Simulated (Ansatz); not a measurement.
## Compressing Sb

These are results of DFT PBEsol, scalar-relativistic, plane waves, PAW (Ansatz 0.2.0), not measurements. Settings: 420 eV cutoff, 14×14×14 k-mesh, Gaussian smearing of 0.10 eV, no spin polarisation.

The relaxed crystal:

```
Sb
1.0
     3.06174    0.00000    0.00000
     0.00000    3.06174    0.00000
     0.00000    0.00000    3.06174
Sb
1
Direct
  0.00000 0.00000 0.00000
```

Cell and atoms are relaxed at each pressure within the symmetry of the start, at zero temperature, so transitions that lower the symmetry aren't seen. The k-mesh given is that at zero pressure and may differ at others. a, b and c are the lengths of the cell vectors above. ΔH is E + PV over the energy at zero pressure.

A cell with an odd number of electrons and no spin polarisation is a metal by construction and may be lower with spin.

```tsv
P (GPa)	V (Å³/atom)	V/V0	a (Å)	b (Å)	c (Å)	ΔH (eV/atom)
-1	29.19	1.017	3.079	3.079	3.079	-0.181
0	28.70	1.000	3.062	3.062	3.062	0.000
1	?	?	?	?	?	?
4	?	?	?	?	?	?
12	24.91	0.868	2.920	2.920	2.920	1.988
25	22.71	0.791	2.832	2.832	2.832	3.912
50	20.13	0.702	2.721	2.721	2.721	7.236
90	17.77	0.619	2.610	2.610	2.610	11.940
```

Q: What stands in the row for 1 GPa?

A: V 28.24 Å³/atom; V/V0 0.984; a 3.045 Å; b 3.045 Å; c 3.045 Å; ΔH 0.178 eV/atom.

Q: What stands in the row for 4 GPa?

A: V 27.08 Å³/atom; V/V0 0.944; a 3.003 Å; b 3.003 Å; c 3.003 Å; ΔH 0.695 eV/atom.

This simple cubic form isn't the element's structure at ambient conditions.